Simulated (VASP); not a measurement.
# Li (P6_3/mmc) in VASP: notebook

Runs on Li. Level: PBEsol. Tasks: single point, relaxation of cell and atoms.

Everything below comes from runs of VASP 6.6.1. Logs are shortened: lines on timing, memory, paths and dates and some standing lists are left out, and cuts for length are marked.

## Step 1: The crystal as given

It takes space group P6_3/mmc (No. 194, hexagonal). The conventional cell has a = 3.052 Å, b = 3.052 Å, c = 4.999 Å, α = 90.00°, β = 90.00°, γ = 120.00°. Li (site symmetry -6m2) is surrounded by 12 Li at 3.05 to 3.06 Å.

This isn't the form of Li at room conditions, which is bcc.

## Step 2: Single point, PBEsol

Input file INCAR:

```
SYSTEM = Li
ALGO = Normal
EDIFF = 1E-6
ENCUT = 520
GGA = PS
ISIF = 2
ISMEAR = 0
LASPH = .TRUE.
LCHARG = .FALSE.
LREAL = .FALSE.
LWAVE = .FALSE.
NBANDS = 10
NELM = 100
PREC = Accurate
SIGMA = 0.1
```

Input file KPOINTS:

```
k-points
0
G
  15 15 8
  0 0 0
```

Input file POSCAR:

```
Li
1.0
    3.0518541680      0.0000000000      0.0000000000
   -1.5259270840      2.6429832381      0.0000000000
    0.0000000000      0.0000000000      4.9991346403
Li
2
Direct
    0.3333333333      0.6666666667      0.2500000000
    0.6666666667      0.3333333333      0.7500000000
```

Potentials or basis: VASP PAW PBE potentials, release 64 (Li_sv).

Command:

```console
$ cat potpaw_PBE.64/Li_sv/POTCAR > POTCAR
$ mpirun -np 1 vasp_std > vasp.out
```

OUTCAR:

```text
SYSTEM = Li
   EDIFF = 1E-6
   ENCUT = 520
   GGA = PS
   ISIF = 2
   ISMEAR = 0
   LASPH = .TRUE.
   LREAL = .FALSE.
   NELM = 100
   PREC = Accurate

 ion  position               nearest neighbor table
   1  0.333  0.667  0.250-
   2  0.667  0.333  0.750-

  LATTYP: Found a hexagonal cell.
 ALAT       =     3.0518541680
 C/A-ratio  =     1.6380647191

  Lattice vectors:

 A1 = (   3.0518541680,   0.0000000000,   0.0000000000)
 A2 = (  -1.5259270840,   2.6429832381,   0.0000000000)
 A3 = (   0.0000000000,   0.0000000000,   4.9991346403)

Analysis of symmetry for initial positions (statically):
=====================================================================
 Subroutine PRICEL returns:
 Original cell was already a primitive cell.

 Routine SETGRP: Setting up the symmetry group for a
 hexagonal supercell.

 Subroutine GETGRP returns: Found 24 space group operations
 (whereof 12 operations were pure point group operations)
 out of a pool of 24 trial point group operations.

The static configuration has the point symmetry D_3d.
 The point group associated with its full space group is D_6h.

Analysis of symmetry for dynamics (positions and initial velocities):
=====================================================================
 Subroutine PRICEL returns:
 Original cell was already a primitive cell.

 Routine SETGRP: Setting up the symmetry group for a
 hexagonal supercell.

 Subroutine GETGRP returns: Found 24 space group operations
 (whereof 12 operations were pure point group operations)
 out of a pool of 24 trial point group operations.

The dynamic configuration has the point symmetry D_3d.
 The point group associated with its full space group is D_6h.

 Subroutine INISYM returns: Found 24 space group operations
 (whereof 12 operations are pure point group operations),
 and found     1 'primitive' translations

----------------------------------------------------------------------------------------

                                     Primitive cell

  volume of cell :      40.3230

  direct lattice vectors                    reciprocal lattice vectors
     3.051854168  0.000000000  0.000000000     0.327669654  0.189180163  0.000000000
    -1.525927084  2.642983238  0.000000000     0.000000000  0.378360326  0.000000000
     0.000000000  0.000000000  4.999134640     0.000000000  0.000000000  0.200034620

  length of vectors
     3.051854168  3.051854168  4.999134640     0.378360326  0.378360326  0.200034620

  position of ions in fractional coordinates (direct lattice)
     0.333333333  0.666666667  0.250000000
     0.666666667  0.333333333  0.750000000

  ion indices of the primitive-cell ions
   primitive index   ion index
                 1           1
                 2           2

----------------------------------------------------------------------------------------

 KPOINTS: k-points

Automatic generation of k-mesh.
 Grid dimensions read from file:
 generate k-points for:   15   15    8

 Generating k-lattice:

  Cartesian coordinates                     Fractional coordinates (reciprocal lattice)
     0.021844644  0.012612011  0.000000000     0.066666667  0.000000000  0.000000000
     0.000000000  0.025224022  0.000000000     0.000000000  0.066666667  0.000000000
     0.000000000  0.000000000  0.025004328     0.000000000  0.000000000  0.125000000

  Length of vectors
     0.025224022  0.025224022  0.025004328

  Shift w.r.t. Gamma in fractional coordinates (k-lattice)
     0.000000000  0.000000000  0.000000000

 Subroutine IBZKPT returns following result:
 ===========================================

 Found    135 irreducible k-points:

 Following reciprocal coordinates:
            Coordinates               Weight
  0.000000  0.000000  0.000000      1.000000
  0.066667 -0.000000  0.000000      6.000000
  0.133333 -0.000000  0.000000      6.000000
  0.200000 -0.000000  0.000000      6.000000
  0.266667 -0.000000  0.000000      6.000000
  0.333333  0.000000  0.000000      6.000000
[... 16 lines left out ...]
  0.333333  0.200000  0.000000     12.000000
  0.400000  0.200000  0.000000      6.000000
 [... further k-points ...]
   k-points           NKPTS =    135   k-points in BZ     NKDIM =    135   number of bands    NBANDS=     10
   number of dos      NEDOS =    301   number of ions     NIONS =      2
   total plane-waves  NPLWV =  23040
   dimension x,y,z NGX =    24 NGY =   24 NGZ =   40
   dimension x,y,z NGXF=    48 NGYF=   48 NGZF=   80
   ions per type =               2
   NGX,Y,Z   is equivalent  to a cutoff of  13.07, 13.07, 13.30 a.u.
   NGXF,Y,Z  is equivalent  to a cutoff of  26.15, 26.15, 26.60 a.u.
 SYSTEM =  Li
   PREC   = accura    normal or accurate (medium, high low for compatibility)
   ISTART =      0    job   : 0-new  1-cont  2-samecut
   ICHARG =      2    charge: 1-file 2-atom 10-const
   ISPIN  =      1    spin polarized calculation?
   LNONCOLLINEAR =      F non collinear calculations
   LSORBIT =      F    spin-orbit coupling
   LASPH  =      T    aspherical Exc in radial PAW
   ENCUT  =  520.0 eV  38.22 Ry    6.18 a.u.   5.67  5.67  9.30*2*pi/ulx,y,z
   NELM   =    100;   NELMIN=  2; NELMDL= -5     # of ELM steps
   EDIFF  = 0.1E-05   stopping-criterion for ELM
   LREAL  =      F    real-space projection
   EDIFFG = 0.1E-04   stopping-criterion for IOM
   NSW    =      0    number of steps for IOM
   IBRION =     -1    ionic relax: 0-MD 1-quasi-New 2-CG
   NFREE  =      0    steps in history (QN), initial steepest desc. (CG)
   ISIF   =      2    stress and relaxation
   ISYM   =      2    0-nonsym 1-usesym 2-fastsym
   POTIM  = 0.5000    time-step for ionic-motion
   TEBEG  =    0.0;   TEEND  =   0.0 temperature during run
   PSTRESS=    0.0 pullay stress
   NELECT =       6.0000    total number of electrons
   NUPDOWN=      -1.0000    fix difference up-down
   EMIN   =  10.00;   EMAX   =-10.00  energy-range for DOS
   EFERMI =   0.00;   METHOD = LEGACY
   ISMEAR =     0;   SIGMA  =   0.10  broadening in eV -4-tet -1-fermi 0-gaus
   EFERMI_NEDOS =   21; number of points for ismear=-14 and -15
   IALGO  =     38    algorithm
   IMIX   =      4    mixing-type and parameters
     AMIX     =   0.40;   BMIX     =  1.00
     AMIX_MAG =   1.60;   BMIX_MAG =  1.00
  volume/ion in A,a.u.               =      20.16       136.06
  Fermi-wavevector in a.u.,A,eV,Ry     =   0.867510  1.639355 10.239374  0.752573
  Thomas-Fermi vector in A             =   1.986054
   LORBIT       =      0    0 simple, 1 ext, 2 COOP (PROOUT), +10 PAW based schemes
   GGA     = PS    functional components
   LHFCALC =     F    Hartree Fock is set to
   AEXX    =    0.0000 exact exchange contribution
   IVDW    =     0    specifies the selected vdW correction
   LEPSILON=     F    determine dielectric tensor
   LRPA    =     F    only Hartree local field effects (RPA)
 non-spin polarized calculation
 Gauss-broadening in eV      SIGMA  =   0.10
  energy-cutoff  :      520.00
  volume of cell :       40.32
 maximum number of plane-waves:      1105
 NGX is ok and might be reduce to    24
   NGX = 11   NGY = 11   NGZ = 19

 number of electron       6.0000002 magnetization

 Free energy of the ion-electron system (eV)
  ---------------------------------------------------
  ext. energy  EPLUGINS =         0.00000000
  ---------------------------------------------------
  free energy    TOTEN  =        -3.93586921 eV

  energy without entropy =       -3.93054326  energy(sigma->0) =       -3.93320623

 E-fermi :   0.6445     XC(G=0):  -7.0307

 val. band max:        0.6287800794   @ k =   0.4000   0.0667   0.3750
 cond. band min:       0.6515716893   @ k =   0.4000  -0.0000   0.5000
 fundamental gap:      0.0227916099
 Fermi energy:         0.6444744706

 k-point     1 :       0.0000    0.0000    0.0000
  band No.  band energies     occupation
      1     -45.2622      2.00000
      2     -45.2430      2.00000
      3      -2.9204      2.00000
      4       0.6050      1.42351
      5       3.5672      0.00000
      6      13.1942      0.00000
      7      13.1942      0.00000
      8      14.5905      0.00000
      9      14.5905      0.00000
     10      15.1375      0.00000

 k-point     2 :       0.0667   -0.0000    0.0000
  band No.  band energies     occupation
      1     -45.2614      2.00000
      2     -45.2426      2.00000
      3      -2.8495      2.00000
      4       0.6989      0.44184
      5       3.5938      0.00000
      6      12.4006      0.00000
      7      12.6422      0.00000
      8      14.5731      0.00000
      9      14.9396      0.00000
     10      15.0667      0.00000

 k-point     3 :       0.1333   -0.0000    0.0000
  band No.  band energies     occupation
      1     -45.2593      2.00000
      2     -45.2415      2.00000
      3      -2.6367      2.00000
      4       0.9803      0.00000
      5       3.6686      0.00000
      6      10.7967      0.00000
      7      11.7519      0.00000
      8      14.4900      0.00000
      9      14.6776      0.00000
     10      15.0687      0.00000

 k-point     4 :       0.2000   -0.0000    0.0000
  band No.  band energies     occupation
      1     -45.2561      2.00000
      2     -45.2400      2.00000
      3      -2.2820      2.00000
      4       1.4485      0.00000
      5       3.7640      0.00000
      6       9.1127      0.00000
      7      10.9223      0.00000
      8      13.5150      0.00000
      9      13.6149      0.00000
     10      14.5752      0.00000

 k-point     5 :       0.2667   -0.0000    0.0000
  band No.  band energies     occupation
      1     -45.2523      2.00000
      2     -45.2385      2.00000
      3      -1.7859      2.00000
      4       2.1019      0.00000
      5       3.7901      0.00000
      6       7.6665      0.00000
      7      10.2303      0.00000
      8      11.7765      0.00000
      9      12.0595      0.00000
     10      14.2459      0.00000

 k-point     6 :       0.3333    0.0000    0.0000
  band No.  band energies     occupation
      1     -45.2483      2.00000
      2     -45.2373      2.00000
      3      -1.1522      2.00000
      4       2.9366      0.00000
      5       3.5134      0.00000
      6       6.7704      0.00000
      7       9.7008      0.00000
      8       9.9678      0.00000
      9      10.6533      0.00000
     10      13.8197      0.00000
[... 183 lines left out ...]
 k-point    21 :       0.2000    0.2000    0.0000
  band No.  band energies     occupation
      1     -45.2473      2.00000
      2     -45.2369      2.00000
      3      -0.9981      2.00000
      4       3.1232      0.00000
      5       3.9602      0.00000
      6       6.1049      0.00000
      7       7.9616      0.00000
      8      10.8364      0.00000
      9      12.1356      0.00000
     10      12.5257      0.00000

 k-point    22 :       0.2667    0.2000    0.0000
  band No.  band energies     occupation
      1     -45.2441      2.00000
      2     -45.2364      2.00000
      3      -0.2873      2.00000
      4       3.7178      0.00000
      5       4.0406      0.00000
      6       5.1728      0.00000
      7       7.4073      0.00000
      8       9.4888      0.00000
      9      11.4731      0.00000
     10      11.6146      0.00000

 k-point    23 :       0.3333    0.2000    0.0000
  band No.  band energies     occupation
      1     -45.2415      2.00000
      2     -45.2364      2.00000
      3       0.5349      1.87888
      4       2.8595      0.00000
      5       4.9582      0.00000
      6       5.1066      0.00000
      7       7.0514      0.00000
      8       8.0225      0.00000
      9      10.9871      0.00000
     10      11.2002      0.00000

 k-point    24 :       0.4000    0.2000    0.0000
  band No.  band energies     occupation
      1     -45.2404      2.00000
      2     -45.2366      2.00000
      3       1.1545      0.00000
      4       2.1594      0.00000
      5       4.9695      0.00000
      6       5.9629      0.00000
      7       6.9196      0.00000
      8       7.0169      0.00000
      9      10.8147      0.00000
     10      11.0767      0.00000

 [... further k-points ...]
[... 5 lines left out ...]
  --------------------------------------------------------------------------------------
  -------------------------------------------------------------------------------------
  Total       -0.0164608     -0.0164608     -0.0118299      0.0000000      0.0000000      0.0000000
  in kB       -0.6540481     -0.6540481     -0.4700453      0.0000000      0.0000000      0.0000000
  external PRESSURE =      -0.5927138 kB  Pullay stress =       0.0000000 kB

 VOLUME and BASIS-vectors are now :
 -----------------------------------------------------------------------------
  energy-cutoff  :      520.00
  volume of cell :       40.32
      direct lattice vectors                 reciprocal lattice vectors
     3.051854168  0.000000000  0.000000000     0.327669654  0.189180163  0.000000000
    -1.525927084  2.642983238  0.000000000     0.000000000  0.378360326  0.000000000
     0.000000000  0.000000000  4.999134640     0.000000000  0.000000000  0.200034620

 POSITION                                       TOTAL-FORCE (eV/Angst)
 -----------------------------------------------------------------------------------
     -0.00000      1.76199      1.24978        -0.000000     -0.000000      0.000000
      1.52593      0.88099      3.74935         0.000000      0.000000      0.000000
 -----------------------------------------------------------------------------------
    total drift:                               -0.000000      0.000000      0.000000

  FREE ENERGIE OF THE ION-ELECTRON SYSTEM (eV)
  ---------------------------------------------------
  free  energy   TOTEN  =        -3.9358692098 eV

  energy  without entropy=       -3.9305432587  energy(sigma->0) =       -3.93320623
```

It took 33 s on 1 thread of Intel Xeon Platinum 8375C at 2.90GHz (Ice Lake), shared host; peak memory 0.17 GiB.

Results:

| Property | Result |
| --- | --- |
| Free energy | -3.9359 eV |
| Band gap on the k mesh | none (metal or under the smearing width) |

Levels at points of the mesh, in eV from the Fermi level:
```tsv
k point	band 1	band 2	band 3	band 4	band 5	band 6
(0.00, 0.00, 0.00)	-45.91	-45.89	-3.56	-0.04	2.92	12.55
(0.00, 0.00, 0.50)	-45.90	-45.90	-2.45	-2.45	7.96	7.96
```

Caveat: the cutoff is under 1.25 times the usual one of these potentials, so pressure, stress and relaxed cells hold a basis-set (Pulay) error; the PAW data sets were made with another functional, which shifts forces and pressure a little.

## Step 3: Relaxation of cell and atoms, PBEsol

This run uses another cell than the first one, of 21.34 Å³/atom, 1.059 times its volume.

Input file INCAR:

```
ALGO = Fast
EDIFF = 1E-7
EDIFFG = -0.005
ENCUT = 600
GGA = PS
IBRION = 2
ISIF = 3
ISMEAR = 0
LASPH = True
LCHARG = False
LREAL = False
LWAVE = False
NELM = 100
NSW = 100
PREC = Accurate
SIGMA = 0.1
```

Input file KPOINTS:

```
k-points
0
Gamma
  15 15 8
```

Input file POSCAR:

```
Li
1.0
    3.1110021516      0.0000000000      0.0000000000
   -1.5555010758      2.6942068945      0.0000000000
    0.0000000000      0.0000000000      5.0930000000
Li
2
Direct
    0.3333333333      0.6666666667      0.2500000000
    0.6666666667      0.3333333333      0.7500000000
```

Potentials or basis: VASP PAW PBE potentials, release 64 (Li_sv).

Command:

```console
$ cat potpaw_PBE.64/Li_sv/POTCAR > POTCAR
$ mpirun -np 1 vasp_std > vasp.out
```

It took 3.1 min on 1 thread of Intel Xeon Platinum 8375C at 2.90GHz (Ice Lake), shared host; peak memory 0.19 GiB.

It converged, with:

```yaml
Free_energy: -3.9397 eV
Relaxed_volume: 19.96 Å³/atom
Relaxed_cell: a = 3.042 Å, b = 3.042 Å, c = 4.981 Å, α = 90.00°, β = 90.00°, γ = 120.00°
Space_group_after_relaxing_to_0.05_Å: P6_3/mmc (No. 194)
Energy_gained_by_relaxing: 3.6 meV/atom
Ionic_steps: 4
Pressure_after_relaxing: 0.0 GPa
Band_gap_on_the_k_mesh: none (metal or under the smearing width)
```

The path:
```
step  energy change (eV)  largest force (eV/Å)  pressure (GPa)  volume (Å³)
   1              0.0000                0.0000           -0.81        42.69
   2             -0.0030                0.0000           -0.64        42.03
   3             -0.0073                0.0000           -0.06        40.09
   4             -0.0073                0.0000            0.00        39.92
```

Final structure:
```
CELL_PARAMETERS angstrom
3.04186 0.00000 0.00000
-1.52093 2.63433 0.00000
0.00000 0.00000 4.98116
ATOMIC_POSITIONS crystal
Li 0.33333 0.66667 0.25000
Li 0.66667 0.33333 0.75000
```

Levels at points of the mesh, in eV from the Fermi level:
| k point | band 1 | band 2 | band 3 | band 4 | band 5 | band 6 |
| --- | --- | --- | --- | --- | --- | --- |
| (0.00, 0.00, 0.00) | -45.88 | -45.86 | -3.58 | -0.04 | 2.96 | 12.64 |
| (0.00, 0.00, 0.50) | -45.87 | -45.87 | -2.47 | -2.47 | 8.02 | 8.02 |

Caveat: the cutoff is under 1.25 times the usual one of these potentials, so pressure, stress and relaxed cells hold a basis-set (Pulay) error; the PAW data sets were made with another functional, which shifts forces and pressure a little.

## Step 4: Single point, PBEsol (bulk in the cell of the (0 0 1) plane)

Input file INCAR:

```
PREC     = Accurate       # precision mode
ENCUT    = 520            # plane-wave cutoff, eV
EDIFF    = 1E-6           # SCF threshold, eV
ISMEAR   = 0              # smearing method
SIGMA    = 0.1            # smearing width, eV
LREAL    = F              # projectors in reciprocal space
LASPH    = T              # aspherical terms in the spheres
NELM     = 100            # most SCF steps
ALGO     = Normal         # electronic algorithm
ISIF     = 2              # what is computed and relaxed
LWAVE    = F              # write WAVECAR
LCHARG   = T              # write CHGCAR
GGA      = PS             # functional
LELF     = T              # ELF
LVHAR    = T            
NBANDS   = 10             # bands
```

Input file KPOINTS:

```
Automatic mesh
0
Gamma
  12 12 7
```

Input file POSCAR:

```
Li
1.0
    3.0518541680      0.0000000000      0.0000000000
   -1.5259270840      2.6429832381      0.0000000000
    0.0000000000      0.0000000000      4.9991346403
Li
2
Direct
    0.3333333333      0.6666666667      0.2500000000
    0.6666666667      0.3333333333      0.7500000000
```

Command:

```console
$ cat potpaw_PBE.64/Li_sv/POTCAR > POTCAR
$ mpirun -np 1 vasp_std > vasp.out
```

Run time: 26 s. Hardware: 1 thread of Intel Xeon Platinum 8375C at 2.90GHz (Ice Lake), shared host; peak memory 0.15 GiB.

Results (log left out):

```yaml
Free_energy: -3.9383 eV
Band_gap_on_the_k_mesh: none (metal or under the smearing width)
```

Levels at points of the mesh, in eV from the Fermi level:
| k point | band 1 | band 2 | band 3 | band 4 | band 5 | band 6 | band 7 |
| --- | --- | --- | --- | --- | --- | --- | --- |
| (0.00, 0.00, 0.00) | -45.90 | -45.88 | -3.56 | -0.03 | 2.93 | 12.56 | 12.56 |
| (0.50, 0.00, 0.00) | -45.88 | -45.87 | -0.08 | 1.06 | 4.70 | 5.85 | 6.27 |

Caveat: the cutoff is under 1.25 times the usual one of these potentials, so pressure, stress and relaxed cells hold a basis-set (Pulay) error; the PAW data sets were made with another functional, which shifts forces and pressure a little.

[end of part 1 of 2]
